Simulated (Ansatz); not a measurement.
Level of theory: Ansatz, DFT PBE, scalar-relativistic, plane waves, PAW. Settings: cutoff 420 eV, Γ-centred meshes spaced at most about 0.3 Å⁻¹, and about 0.25 Å⁻¹ or finer for metals (2π included), Gaussian smearing. No spin polarisation.

All energies are static (0 K, no zero-point motion).

Two forms of TaAs were relaxed alike.

A. Space group Fm-3m (No. 225), cubic, a = 5.267 Å. Ta has 6 As at 2.63 Å; around As lie 6 Ta at 2.63 Å.

B. Space group I4_1md (No. 109), tetragonal, a = 3.463 Å, c = 11.735 Å. Ta has 6 As at 2.62–2.63 Å; As is surrounded by 6 Ta at 2.62–2.63 Å.

Task: Which is lower in energy, and by how much?

Result: B is lower, by 0.57 eV/atom. A has the rock salt type, space group Fm-3m (No. 225), 18.3 Å³/atom and no gap on its mesh; B has space group I4_1md (No. 109), 17.6 Å³/atom and no gap. The denser one is the lower, and pressure would at first widen the difference. Origin: A, invented; B, reached from a Materials Project cell.

Spin–orbit coupling, which can matter for Ta, is left out. Cells relaxed within their symmetry can be saddle points.
